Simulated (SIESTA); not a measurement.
TiAl:

```
CELL_PARAMETERS angstrom
2.86726 0.00000 0.00000
-1.43363 2.48312 0.00000
0.00000 0.00000 4.67808
ATOMIC_POSITIONS crystal
Ti 0.99025 0.00486 0.01131
Al 0.34812 0.66269 0.51633
```

The cell comes from a database or a generator and needn't be the stable form of this composition.

The cell isn't the ideal one: atoms moved at random, drawn with an rms of 0.05 Å.

Base run:

| Quantity | Value |
| --- | --- |
| Program | SIESTA 5.4.2 |
| Functional | PBE |
| Potentials or basis | PseudoDojo 0.4 standard (PBE files) |
| Basis | DZP (energy shift 0.003 Ry; two zetas on semicore shells) |
| Grid cutoff | 800 Ry |
| Energy shift | 0.003 Ry |
| k mesh | 11 × 11 × 6 |
| Occupations | fermi-dirac, width 0.05 eV |
| Spin | no spin polarisation |

Its results: band gap on the k mesh none (metal or under the smearing width); pressure 0.7 GPa; largest force 0.235 eV/Å.

Question: The run is repeated on the same cell with these changes: functional from PBE to PBEsol; potentials or basis from PseudoDojo 0.4 standard (PBE files) to PseudoDojo 0.4 standard (PBEsol files). What comes out?

Answer: Band gap on the k mesh none (metal or under the smearing width); pressure -2.3 GPa; largest force 0.231 eV/Å.

Caveats: the basis of atomic orbitals isn't converged, which shifts pressures, moduli and gaps.
